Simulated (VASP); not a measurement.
## KTaO3: electric field gradients with PBE

KTaO3:

```xyz
5
Lattice="3.9883 0.0000 0.0000 0.0000 3.9883 0.0000 0.0000 0.0000 3.9883" Properties=species:S:1:pos:R:3 pbc="T T T"
K     1.9942    1.9942    1.9942
Ta    0.0000    0.0000    0.0000
O     1.9942    0.0000    0.0000
O     0.0000    1.9942    0.0000
O     0.0000    0.0000    1.9942
```

- Program: VASP 6.6.1
- Task: electric field gradients
- Functional: PBE
- Potentials or basis: VASP PAW PBE potentials, release 64 (K_sv, Ta_pv, O)
- Cutoff: 520 eV
- k mesh: 6 × 6 × 6
- Occupations: fermi-dirac, width 0.02 eV
- Spin: no spin polarisation
- Further INCAR settings: ALGO = Fast; EDIFF = 1e-07

```yaml
Pressure: 6.1 GPa
Band_gap_on_the_k_mesh: 2.17 eV, indirect (least direct gap 2.80 eV)
```

Levels at points of the mesh, in eV from the valence-band top:
```tsv
k point	band 16	band 17	band 18	band 19	band 20	band 21	band 22	band 23
(0.00, 0.00, 0.00)	-1.06	-0.62	-0.62	-0.62	2.17	2.17	2.17	6.63
(0.50, 0.00, 0.00)	-2.13	-1.51	-0.85	-0.85	2.33	5.02	5.02	8.89
(0.50, 0.50, 0.00)	-1.65	-1.43	-1.43	-0.04	5.06	5.06	6.34	7.67
(0.50, 0.50, 0.50)	-3.91	0.00	0.00	0.00	6.47	6.47	6.47	8.91
```

Electric field gradients, principal values (V/Å²):
```csv
atom,Vxx,Vyy,Vzz
1 K,0.000,0.000,0.000
2 Ta,0.000,0.000,0.000
3 O,-9.978,-9.978,19.957
4 O,-9.978,-9.978,19.957
5 O,-9.978,-9.978,19.957
```

It took 51 s on 1 thread of Intel(R) Xeon(R) Platinum 8375C CPU @ 2.90GHz (Ice Lake), with other jobs on the host, peak memory 0.18 GiB.

Caveat: spin-orbit coupling is left out, which moves the levels of the heavy elements. A hybrid or GW would open this gap; PBE tends to underestimate it.
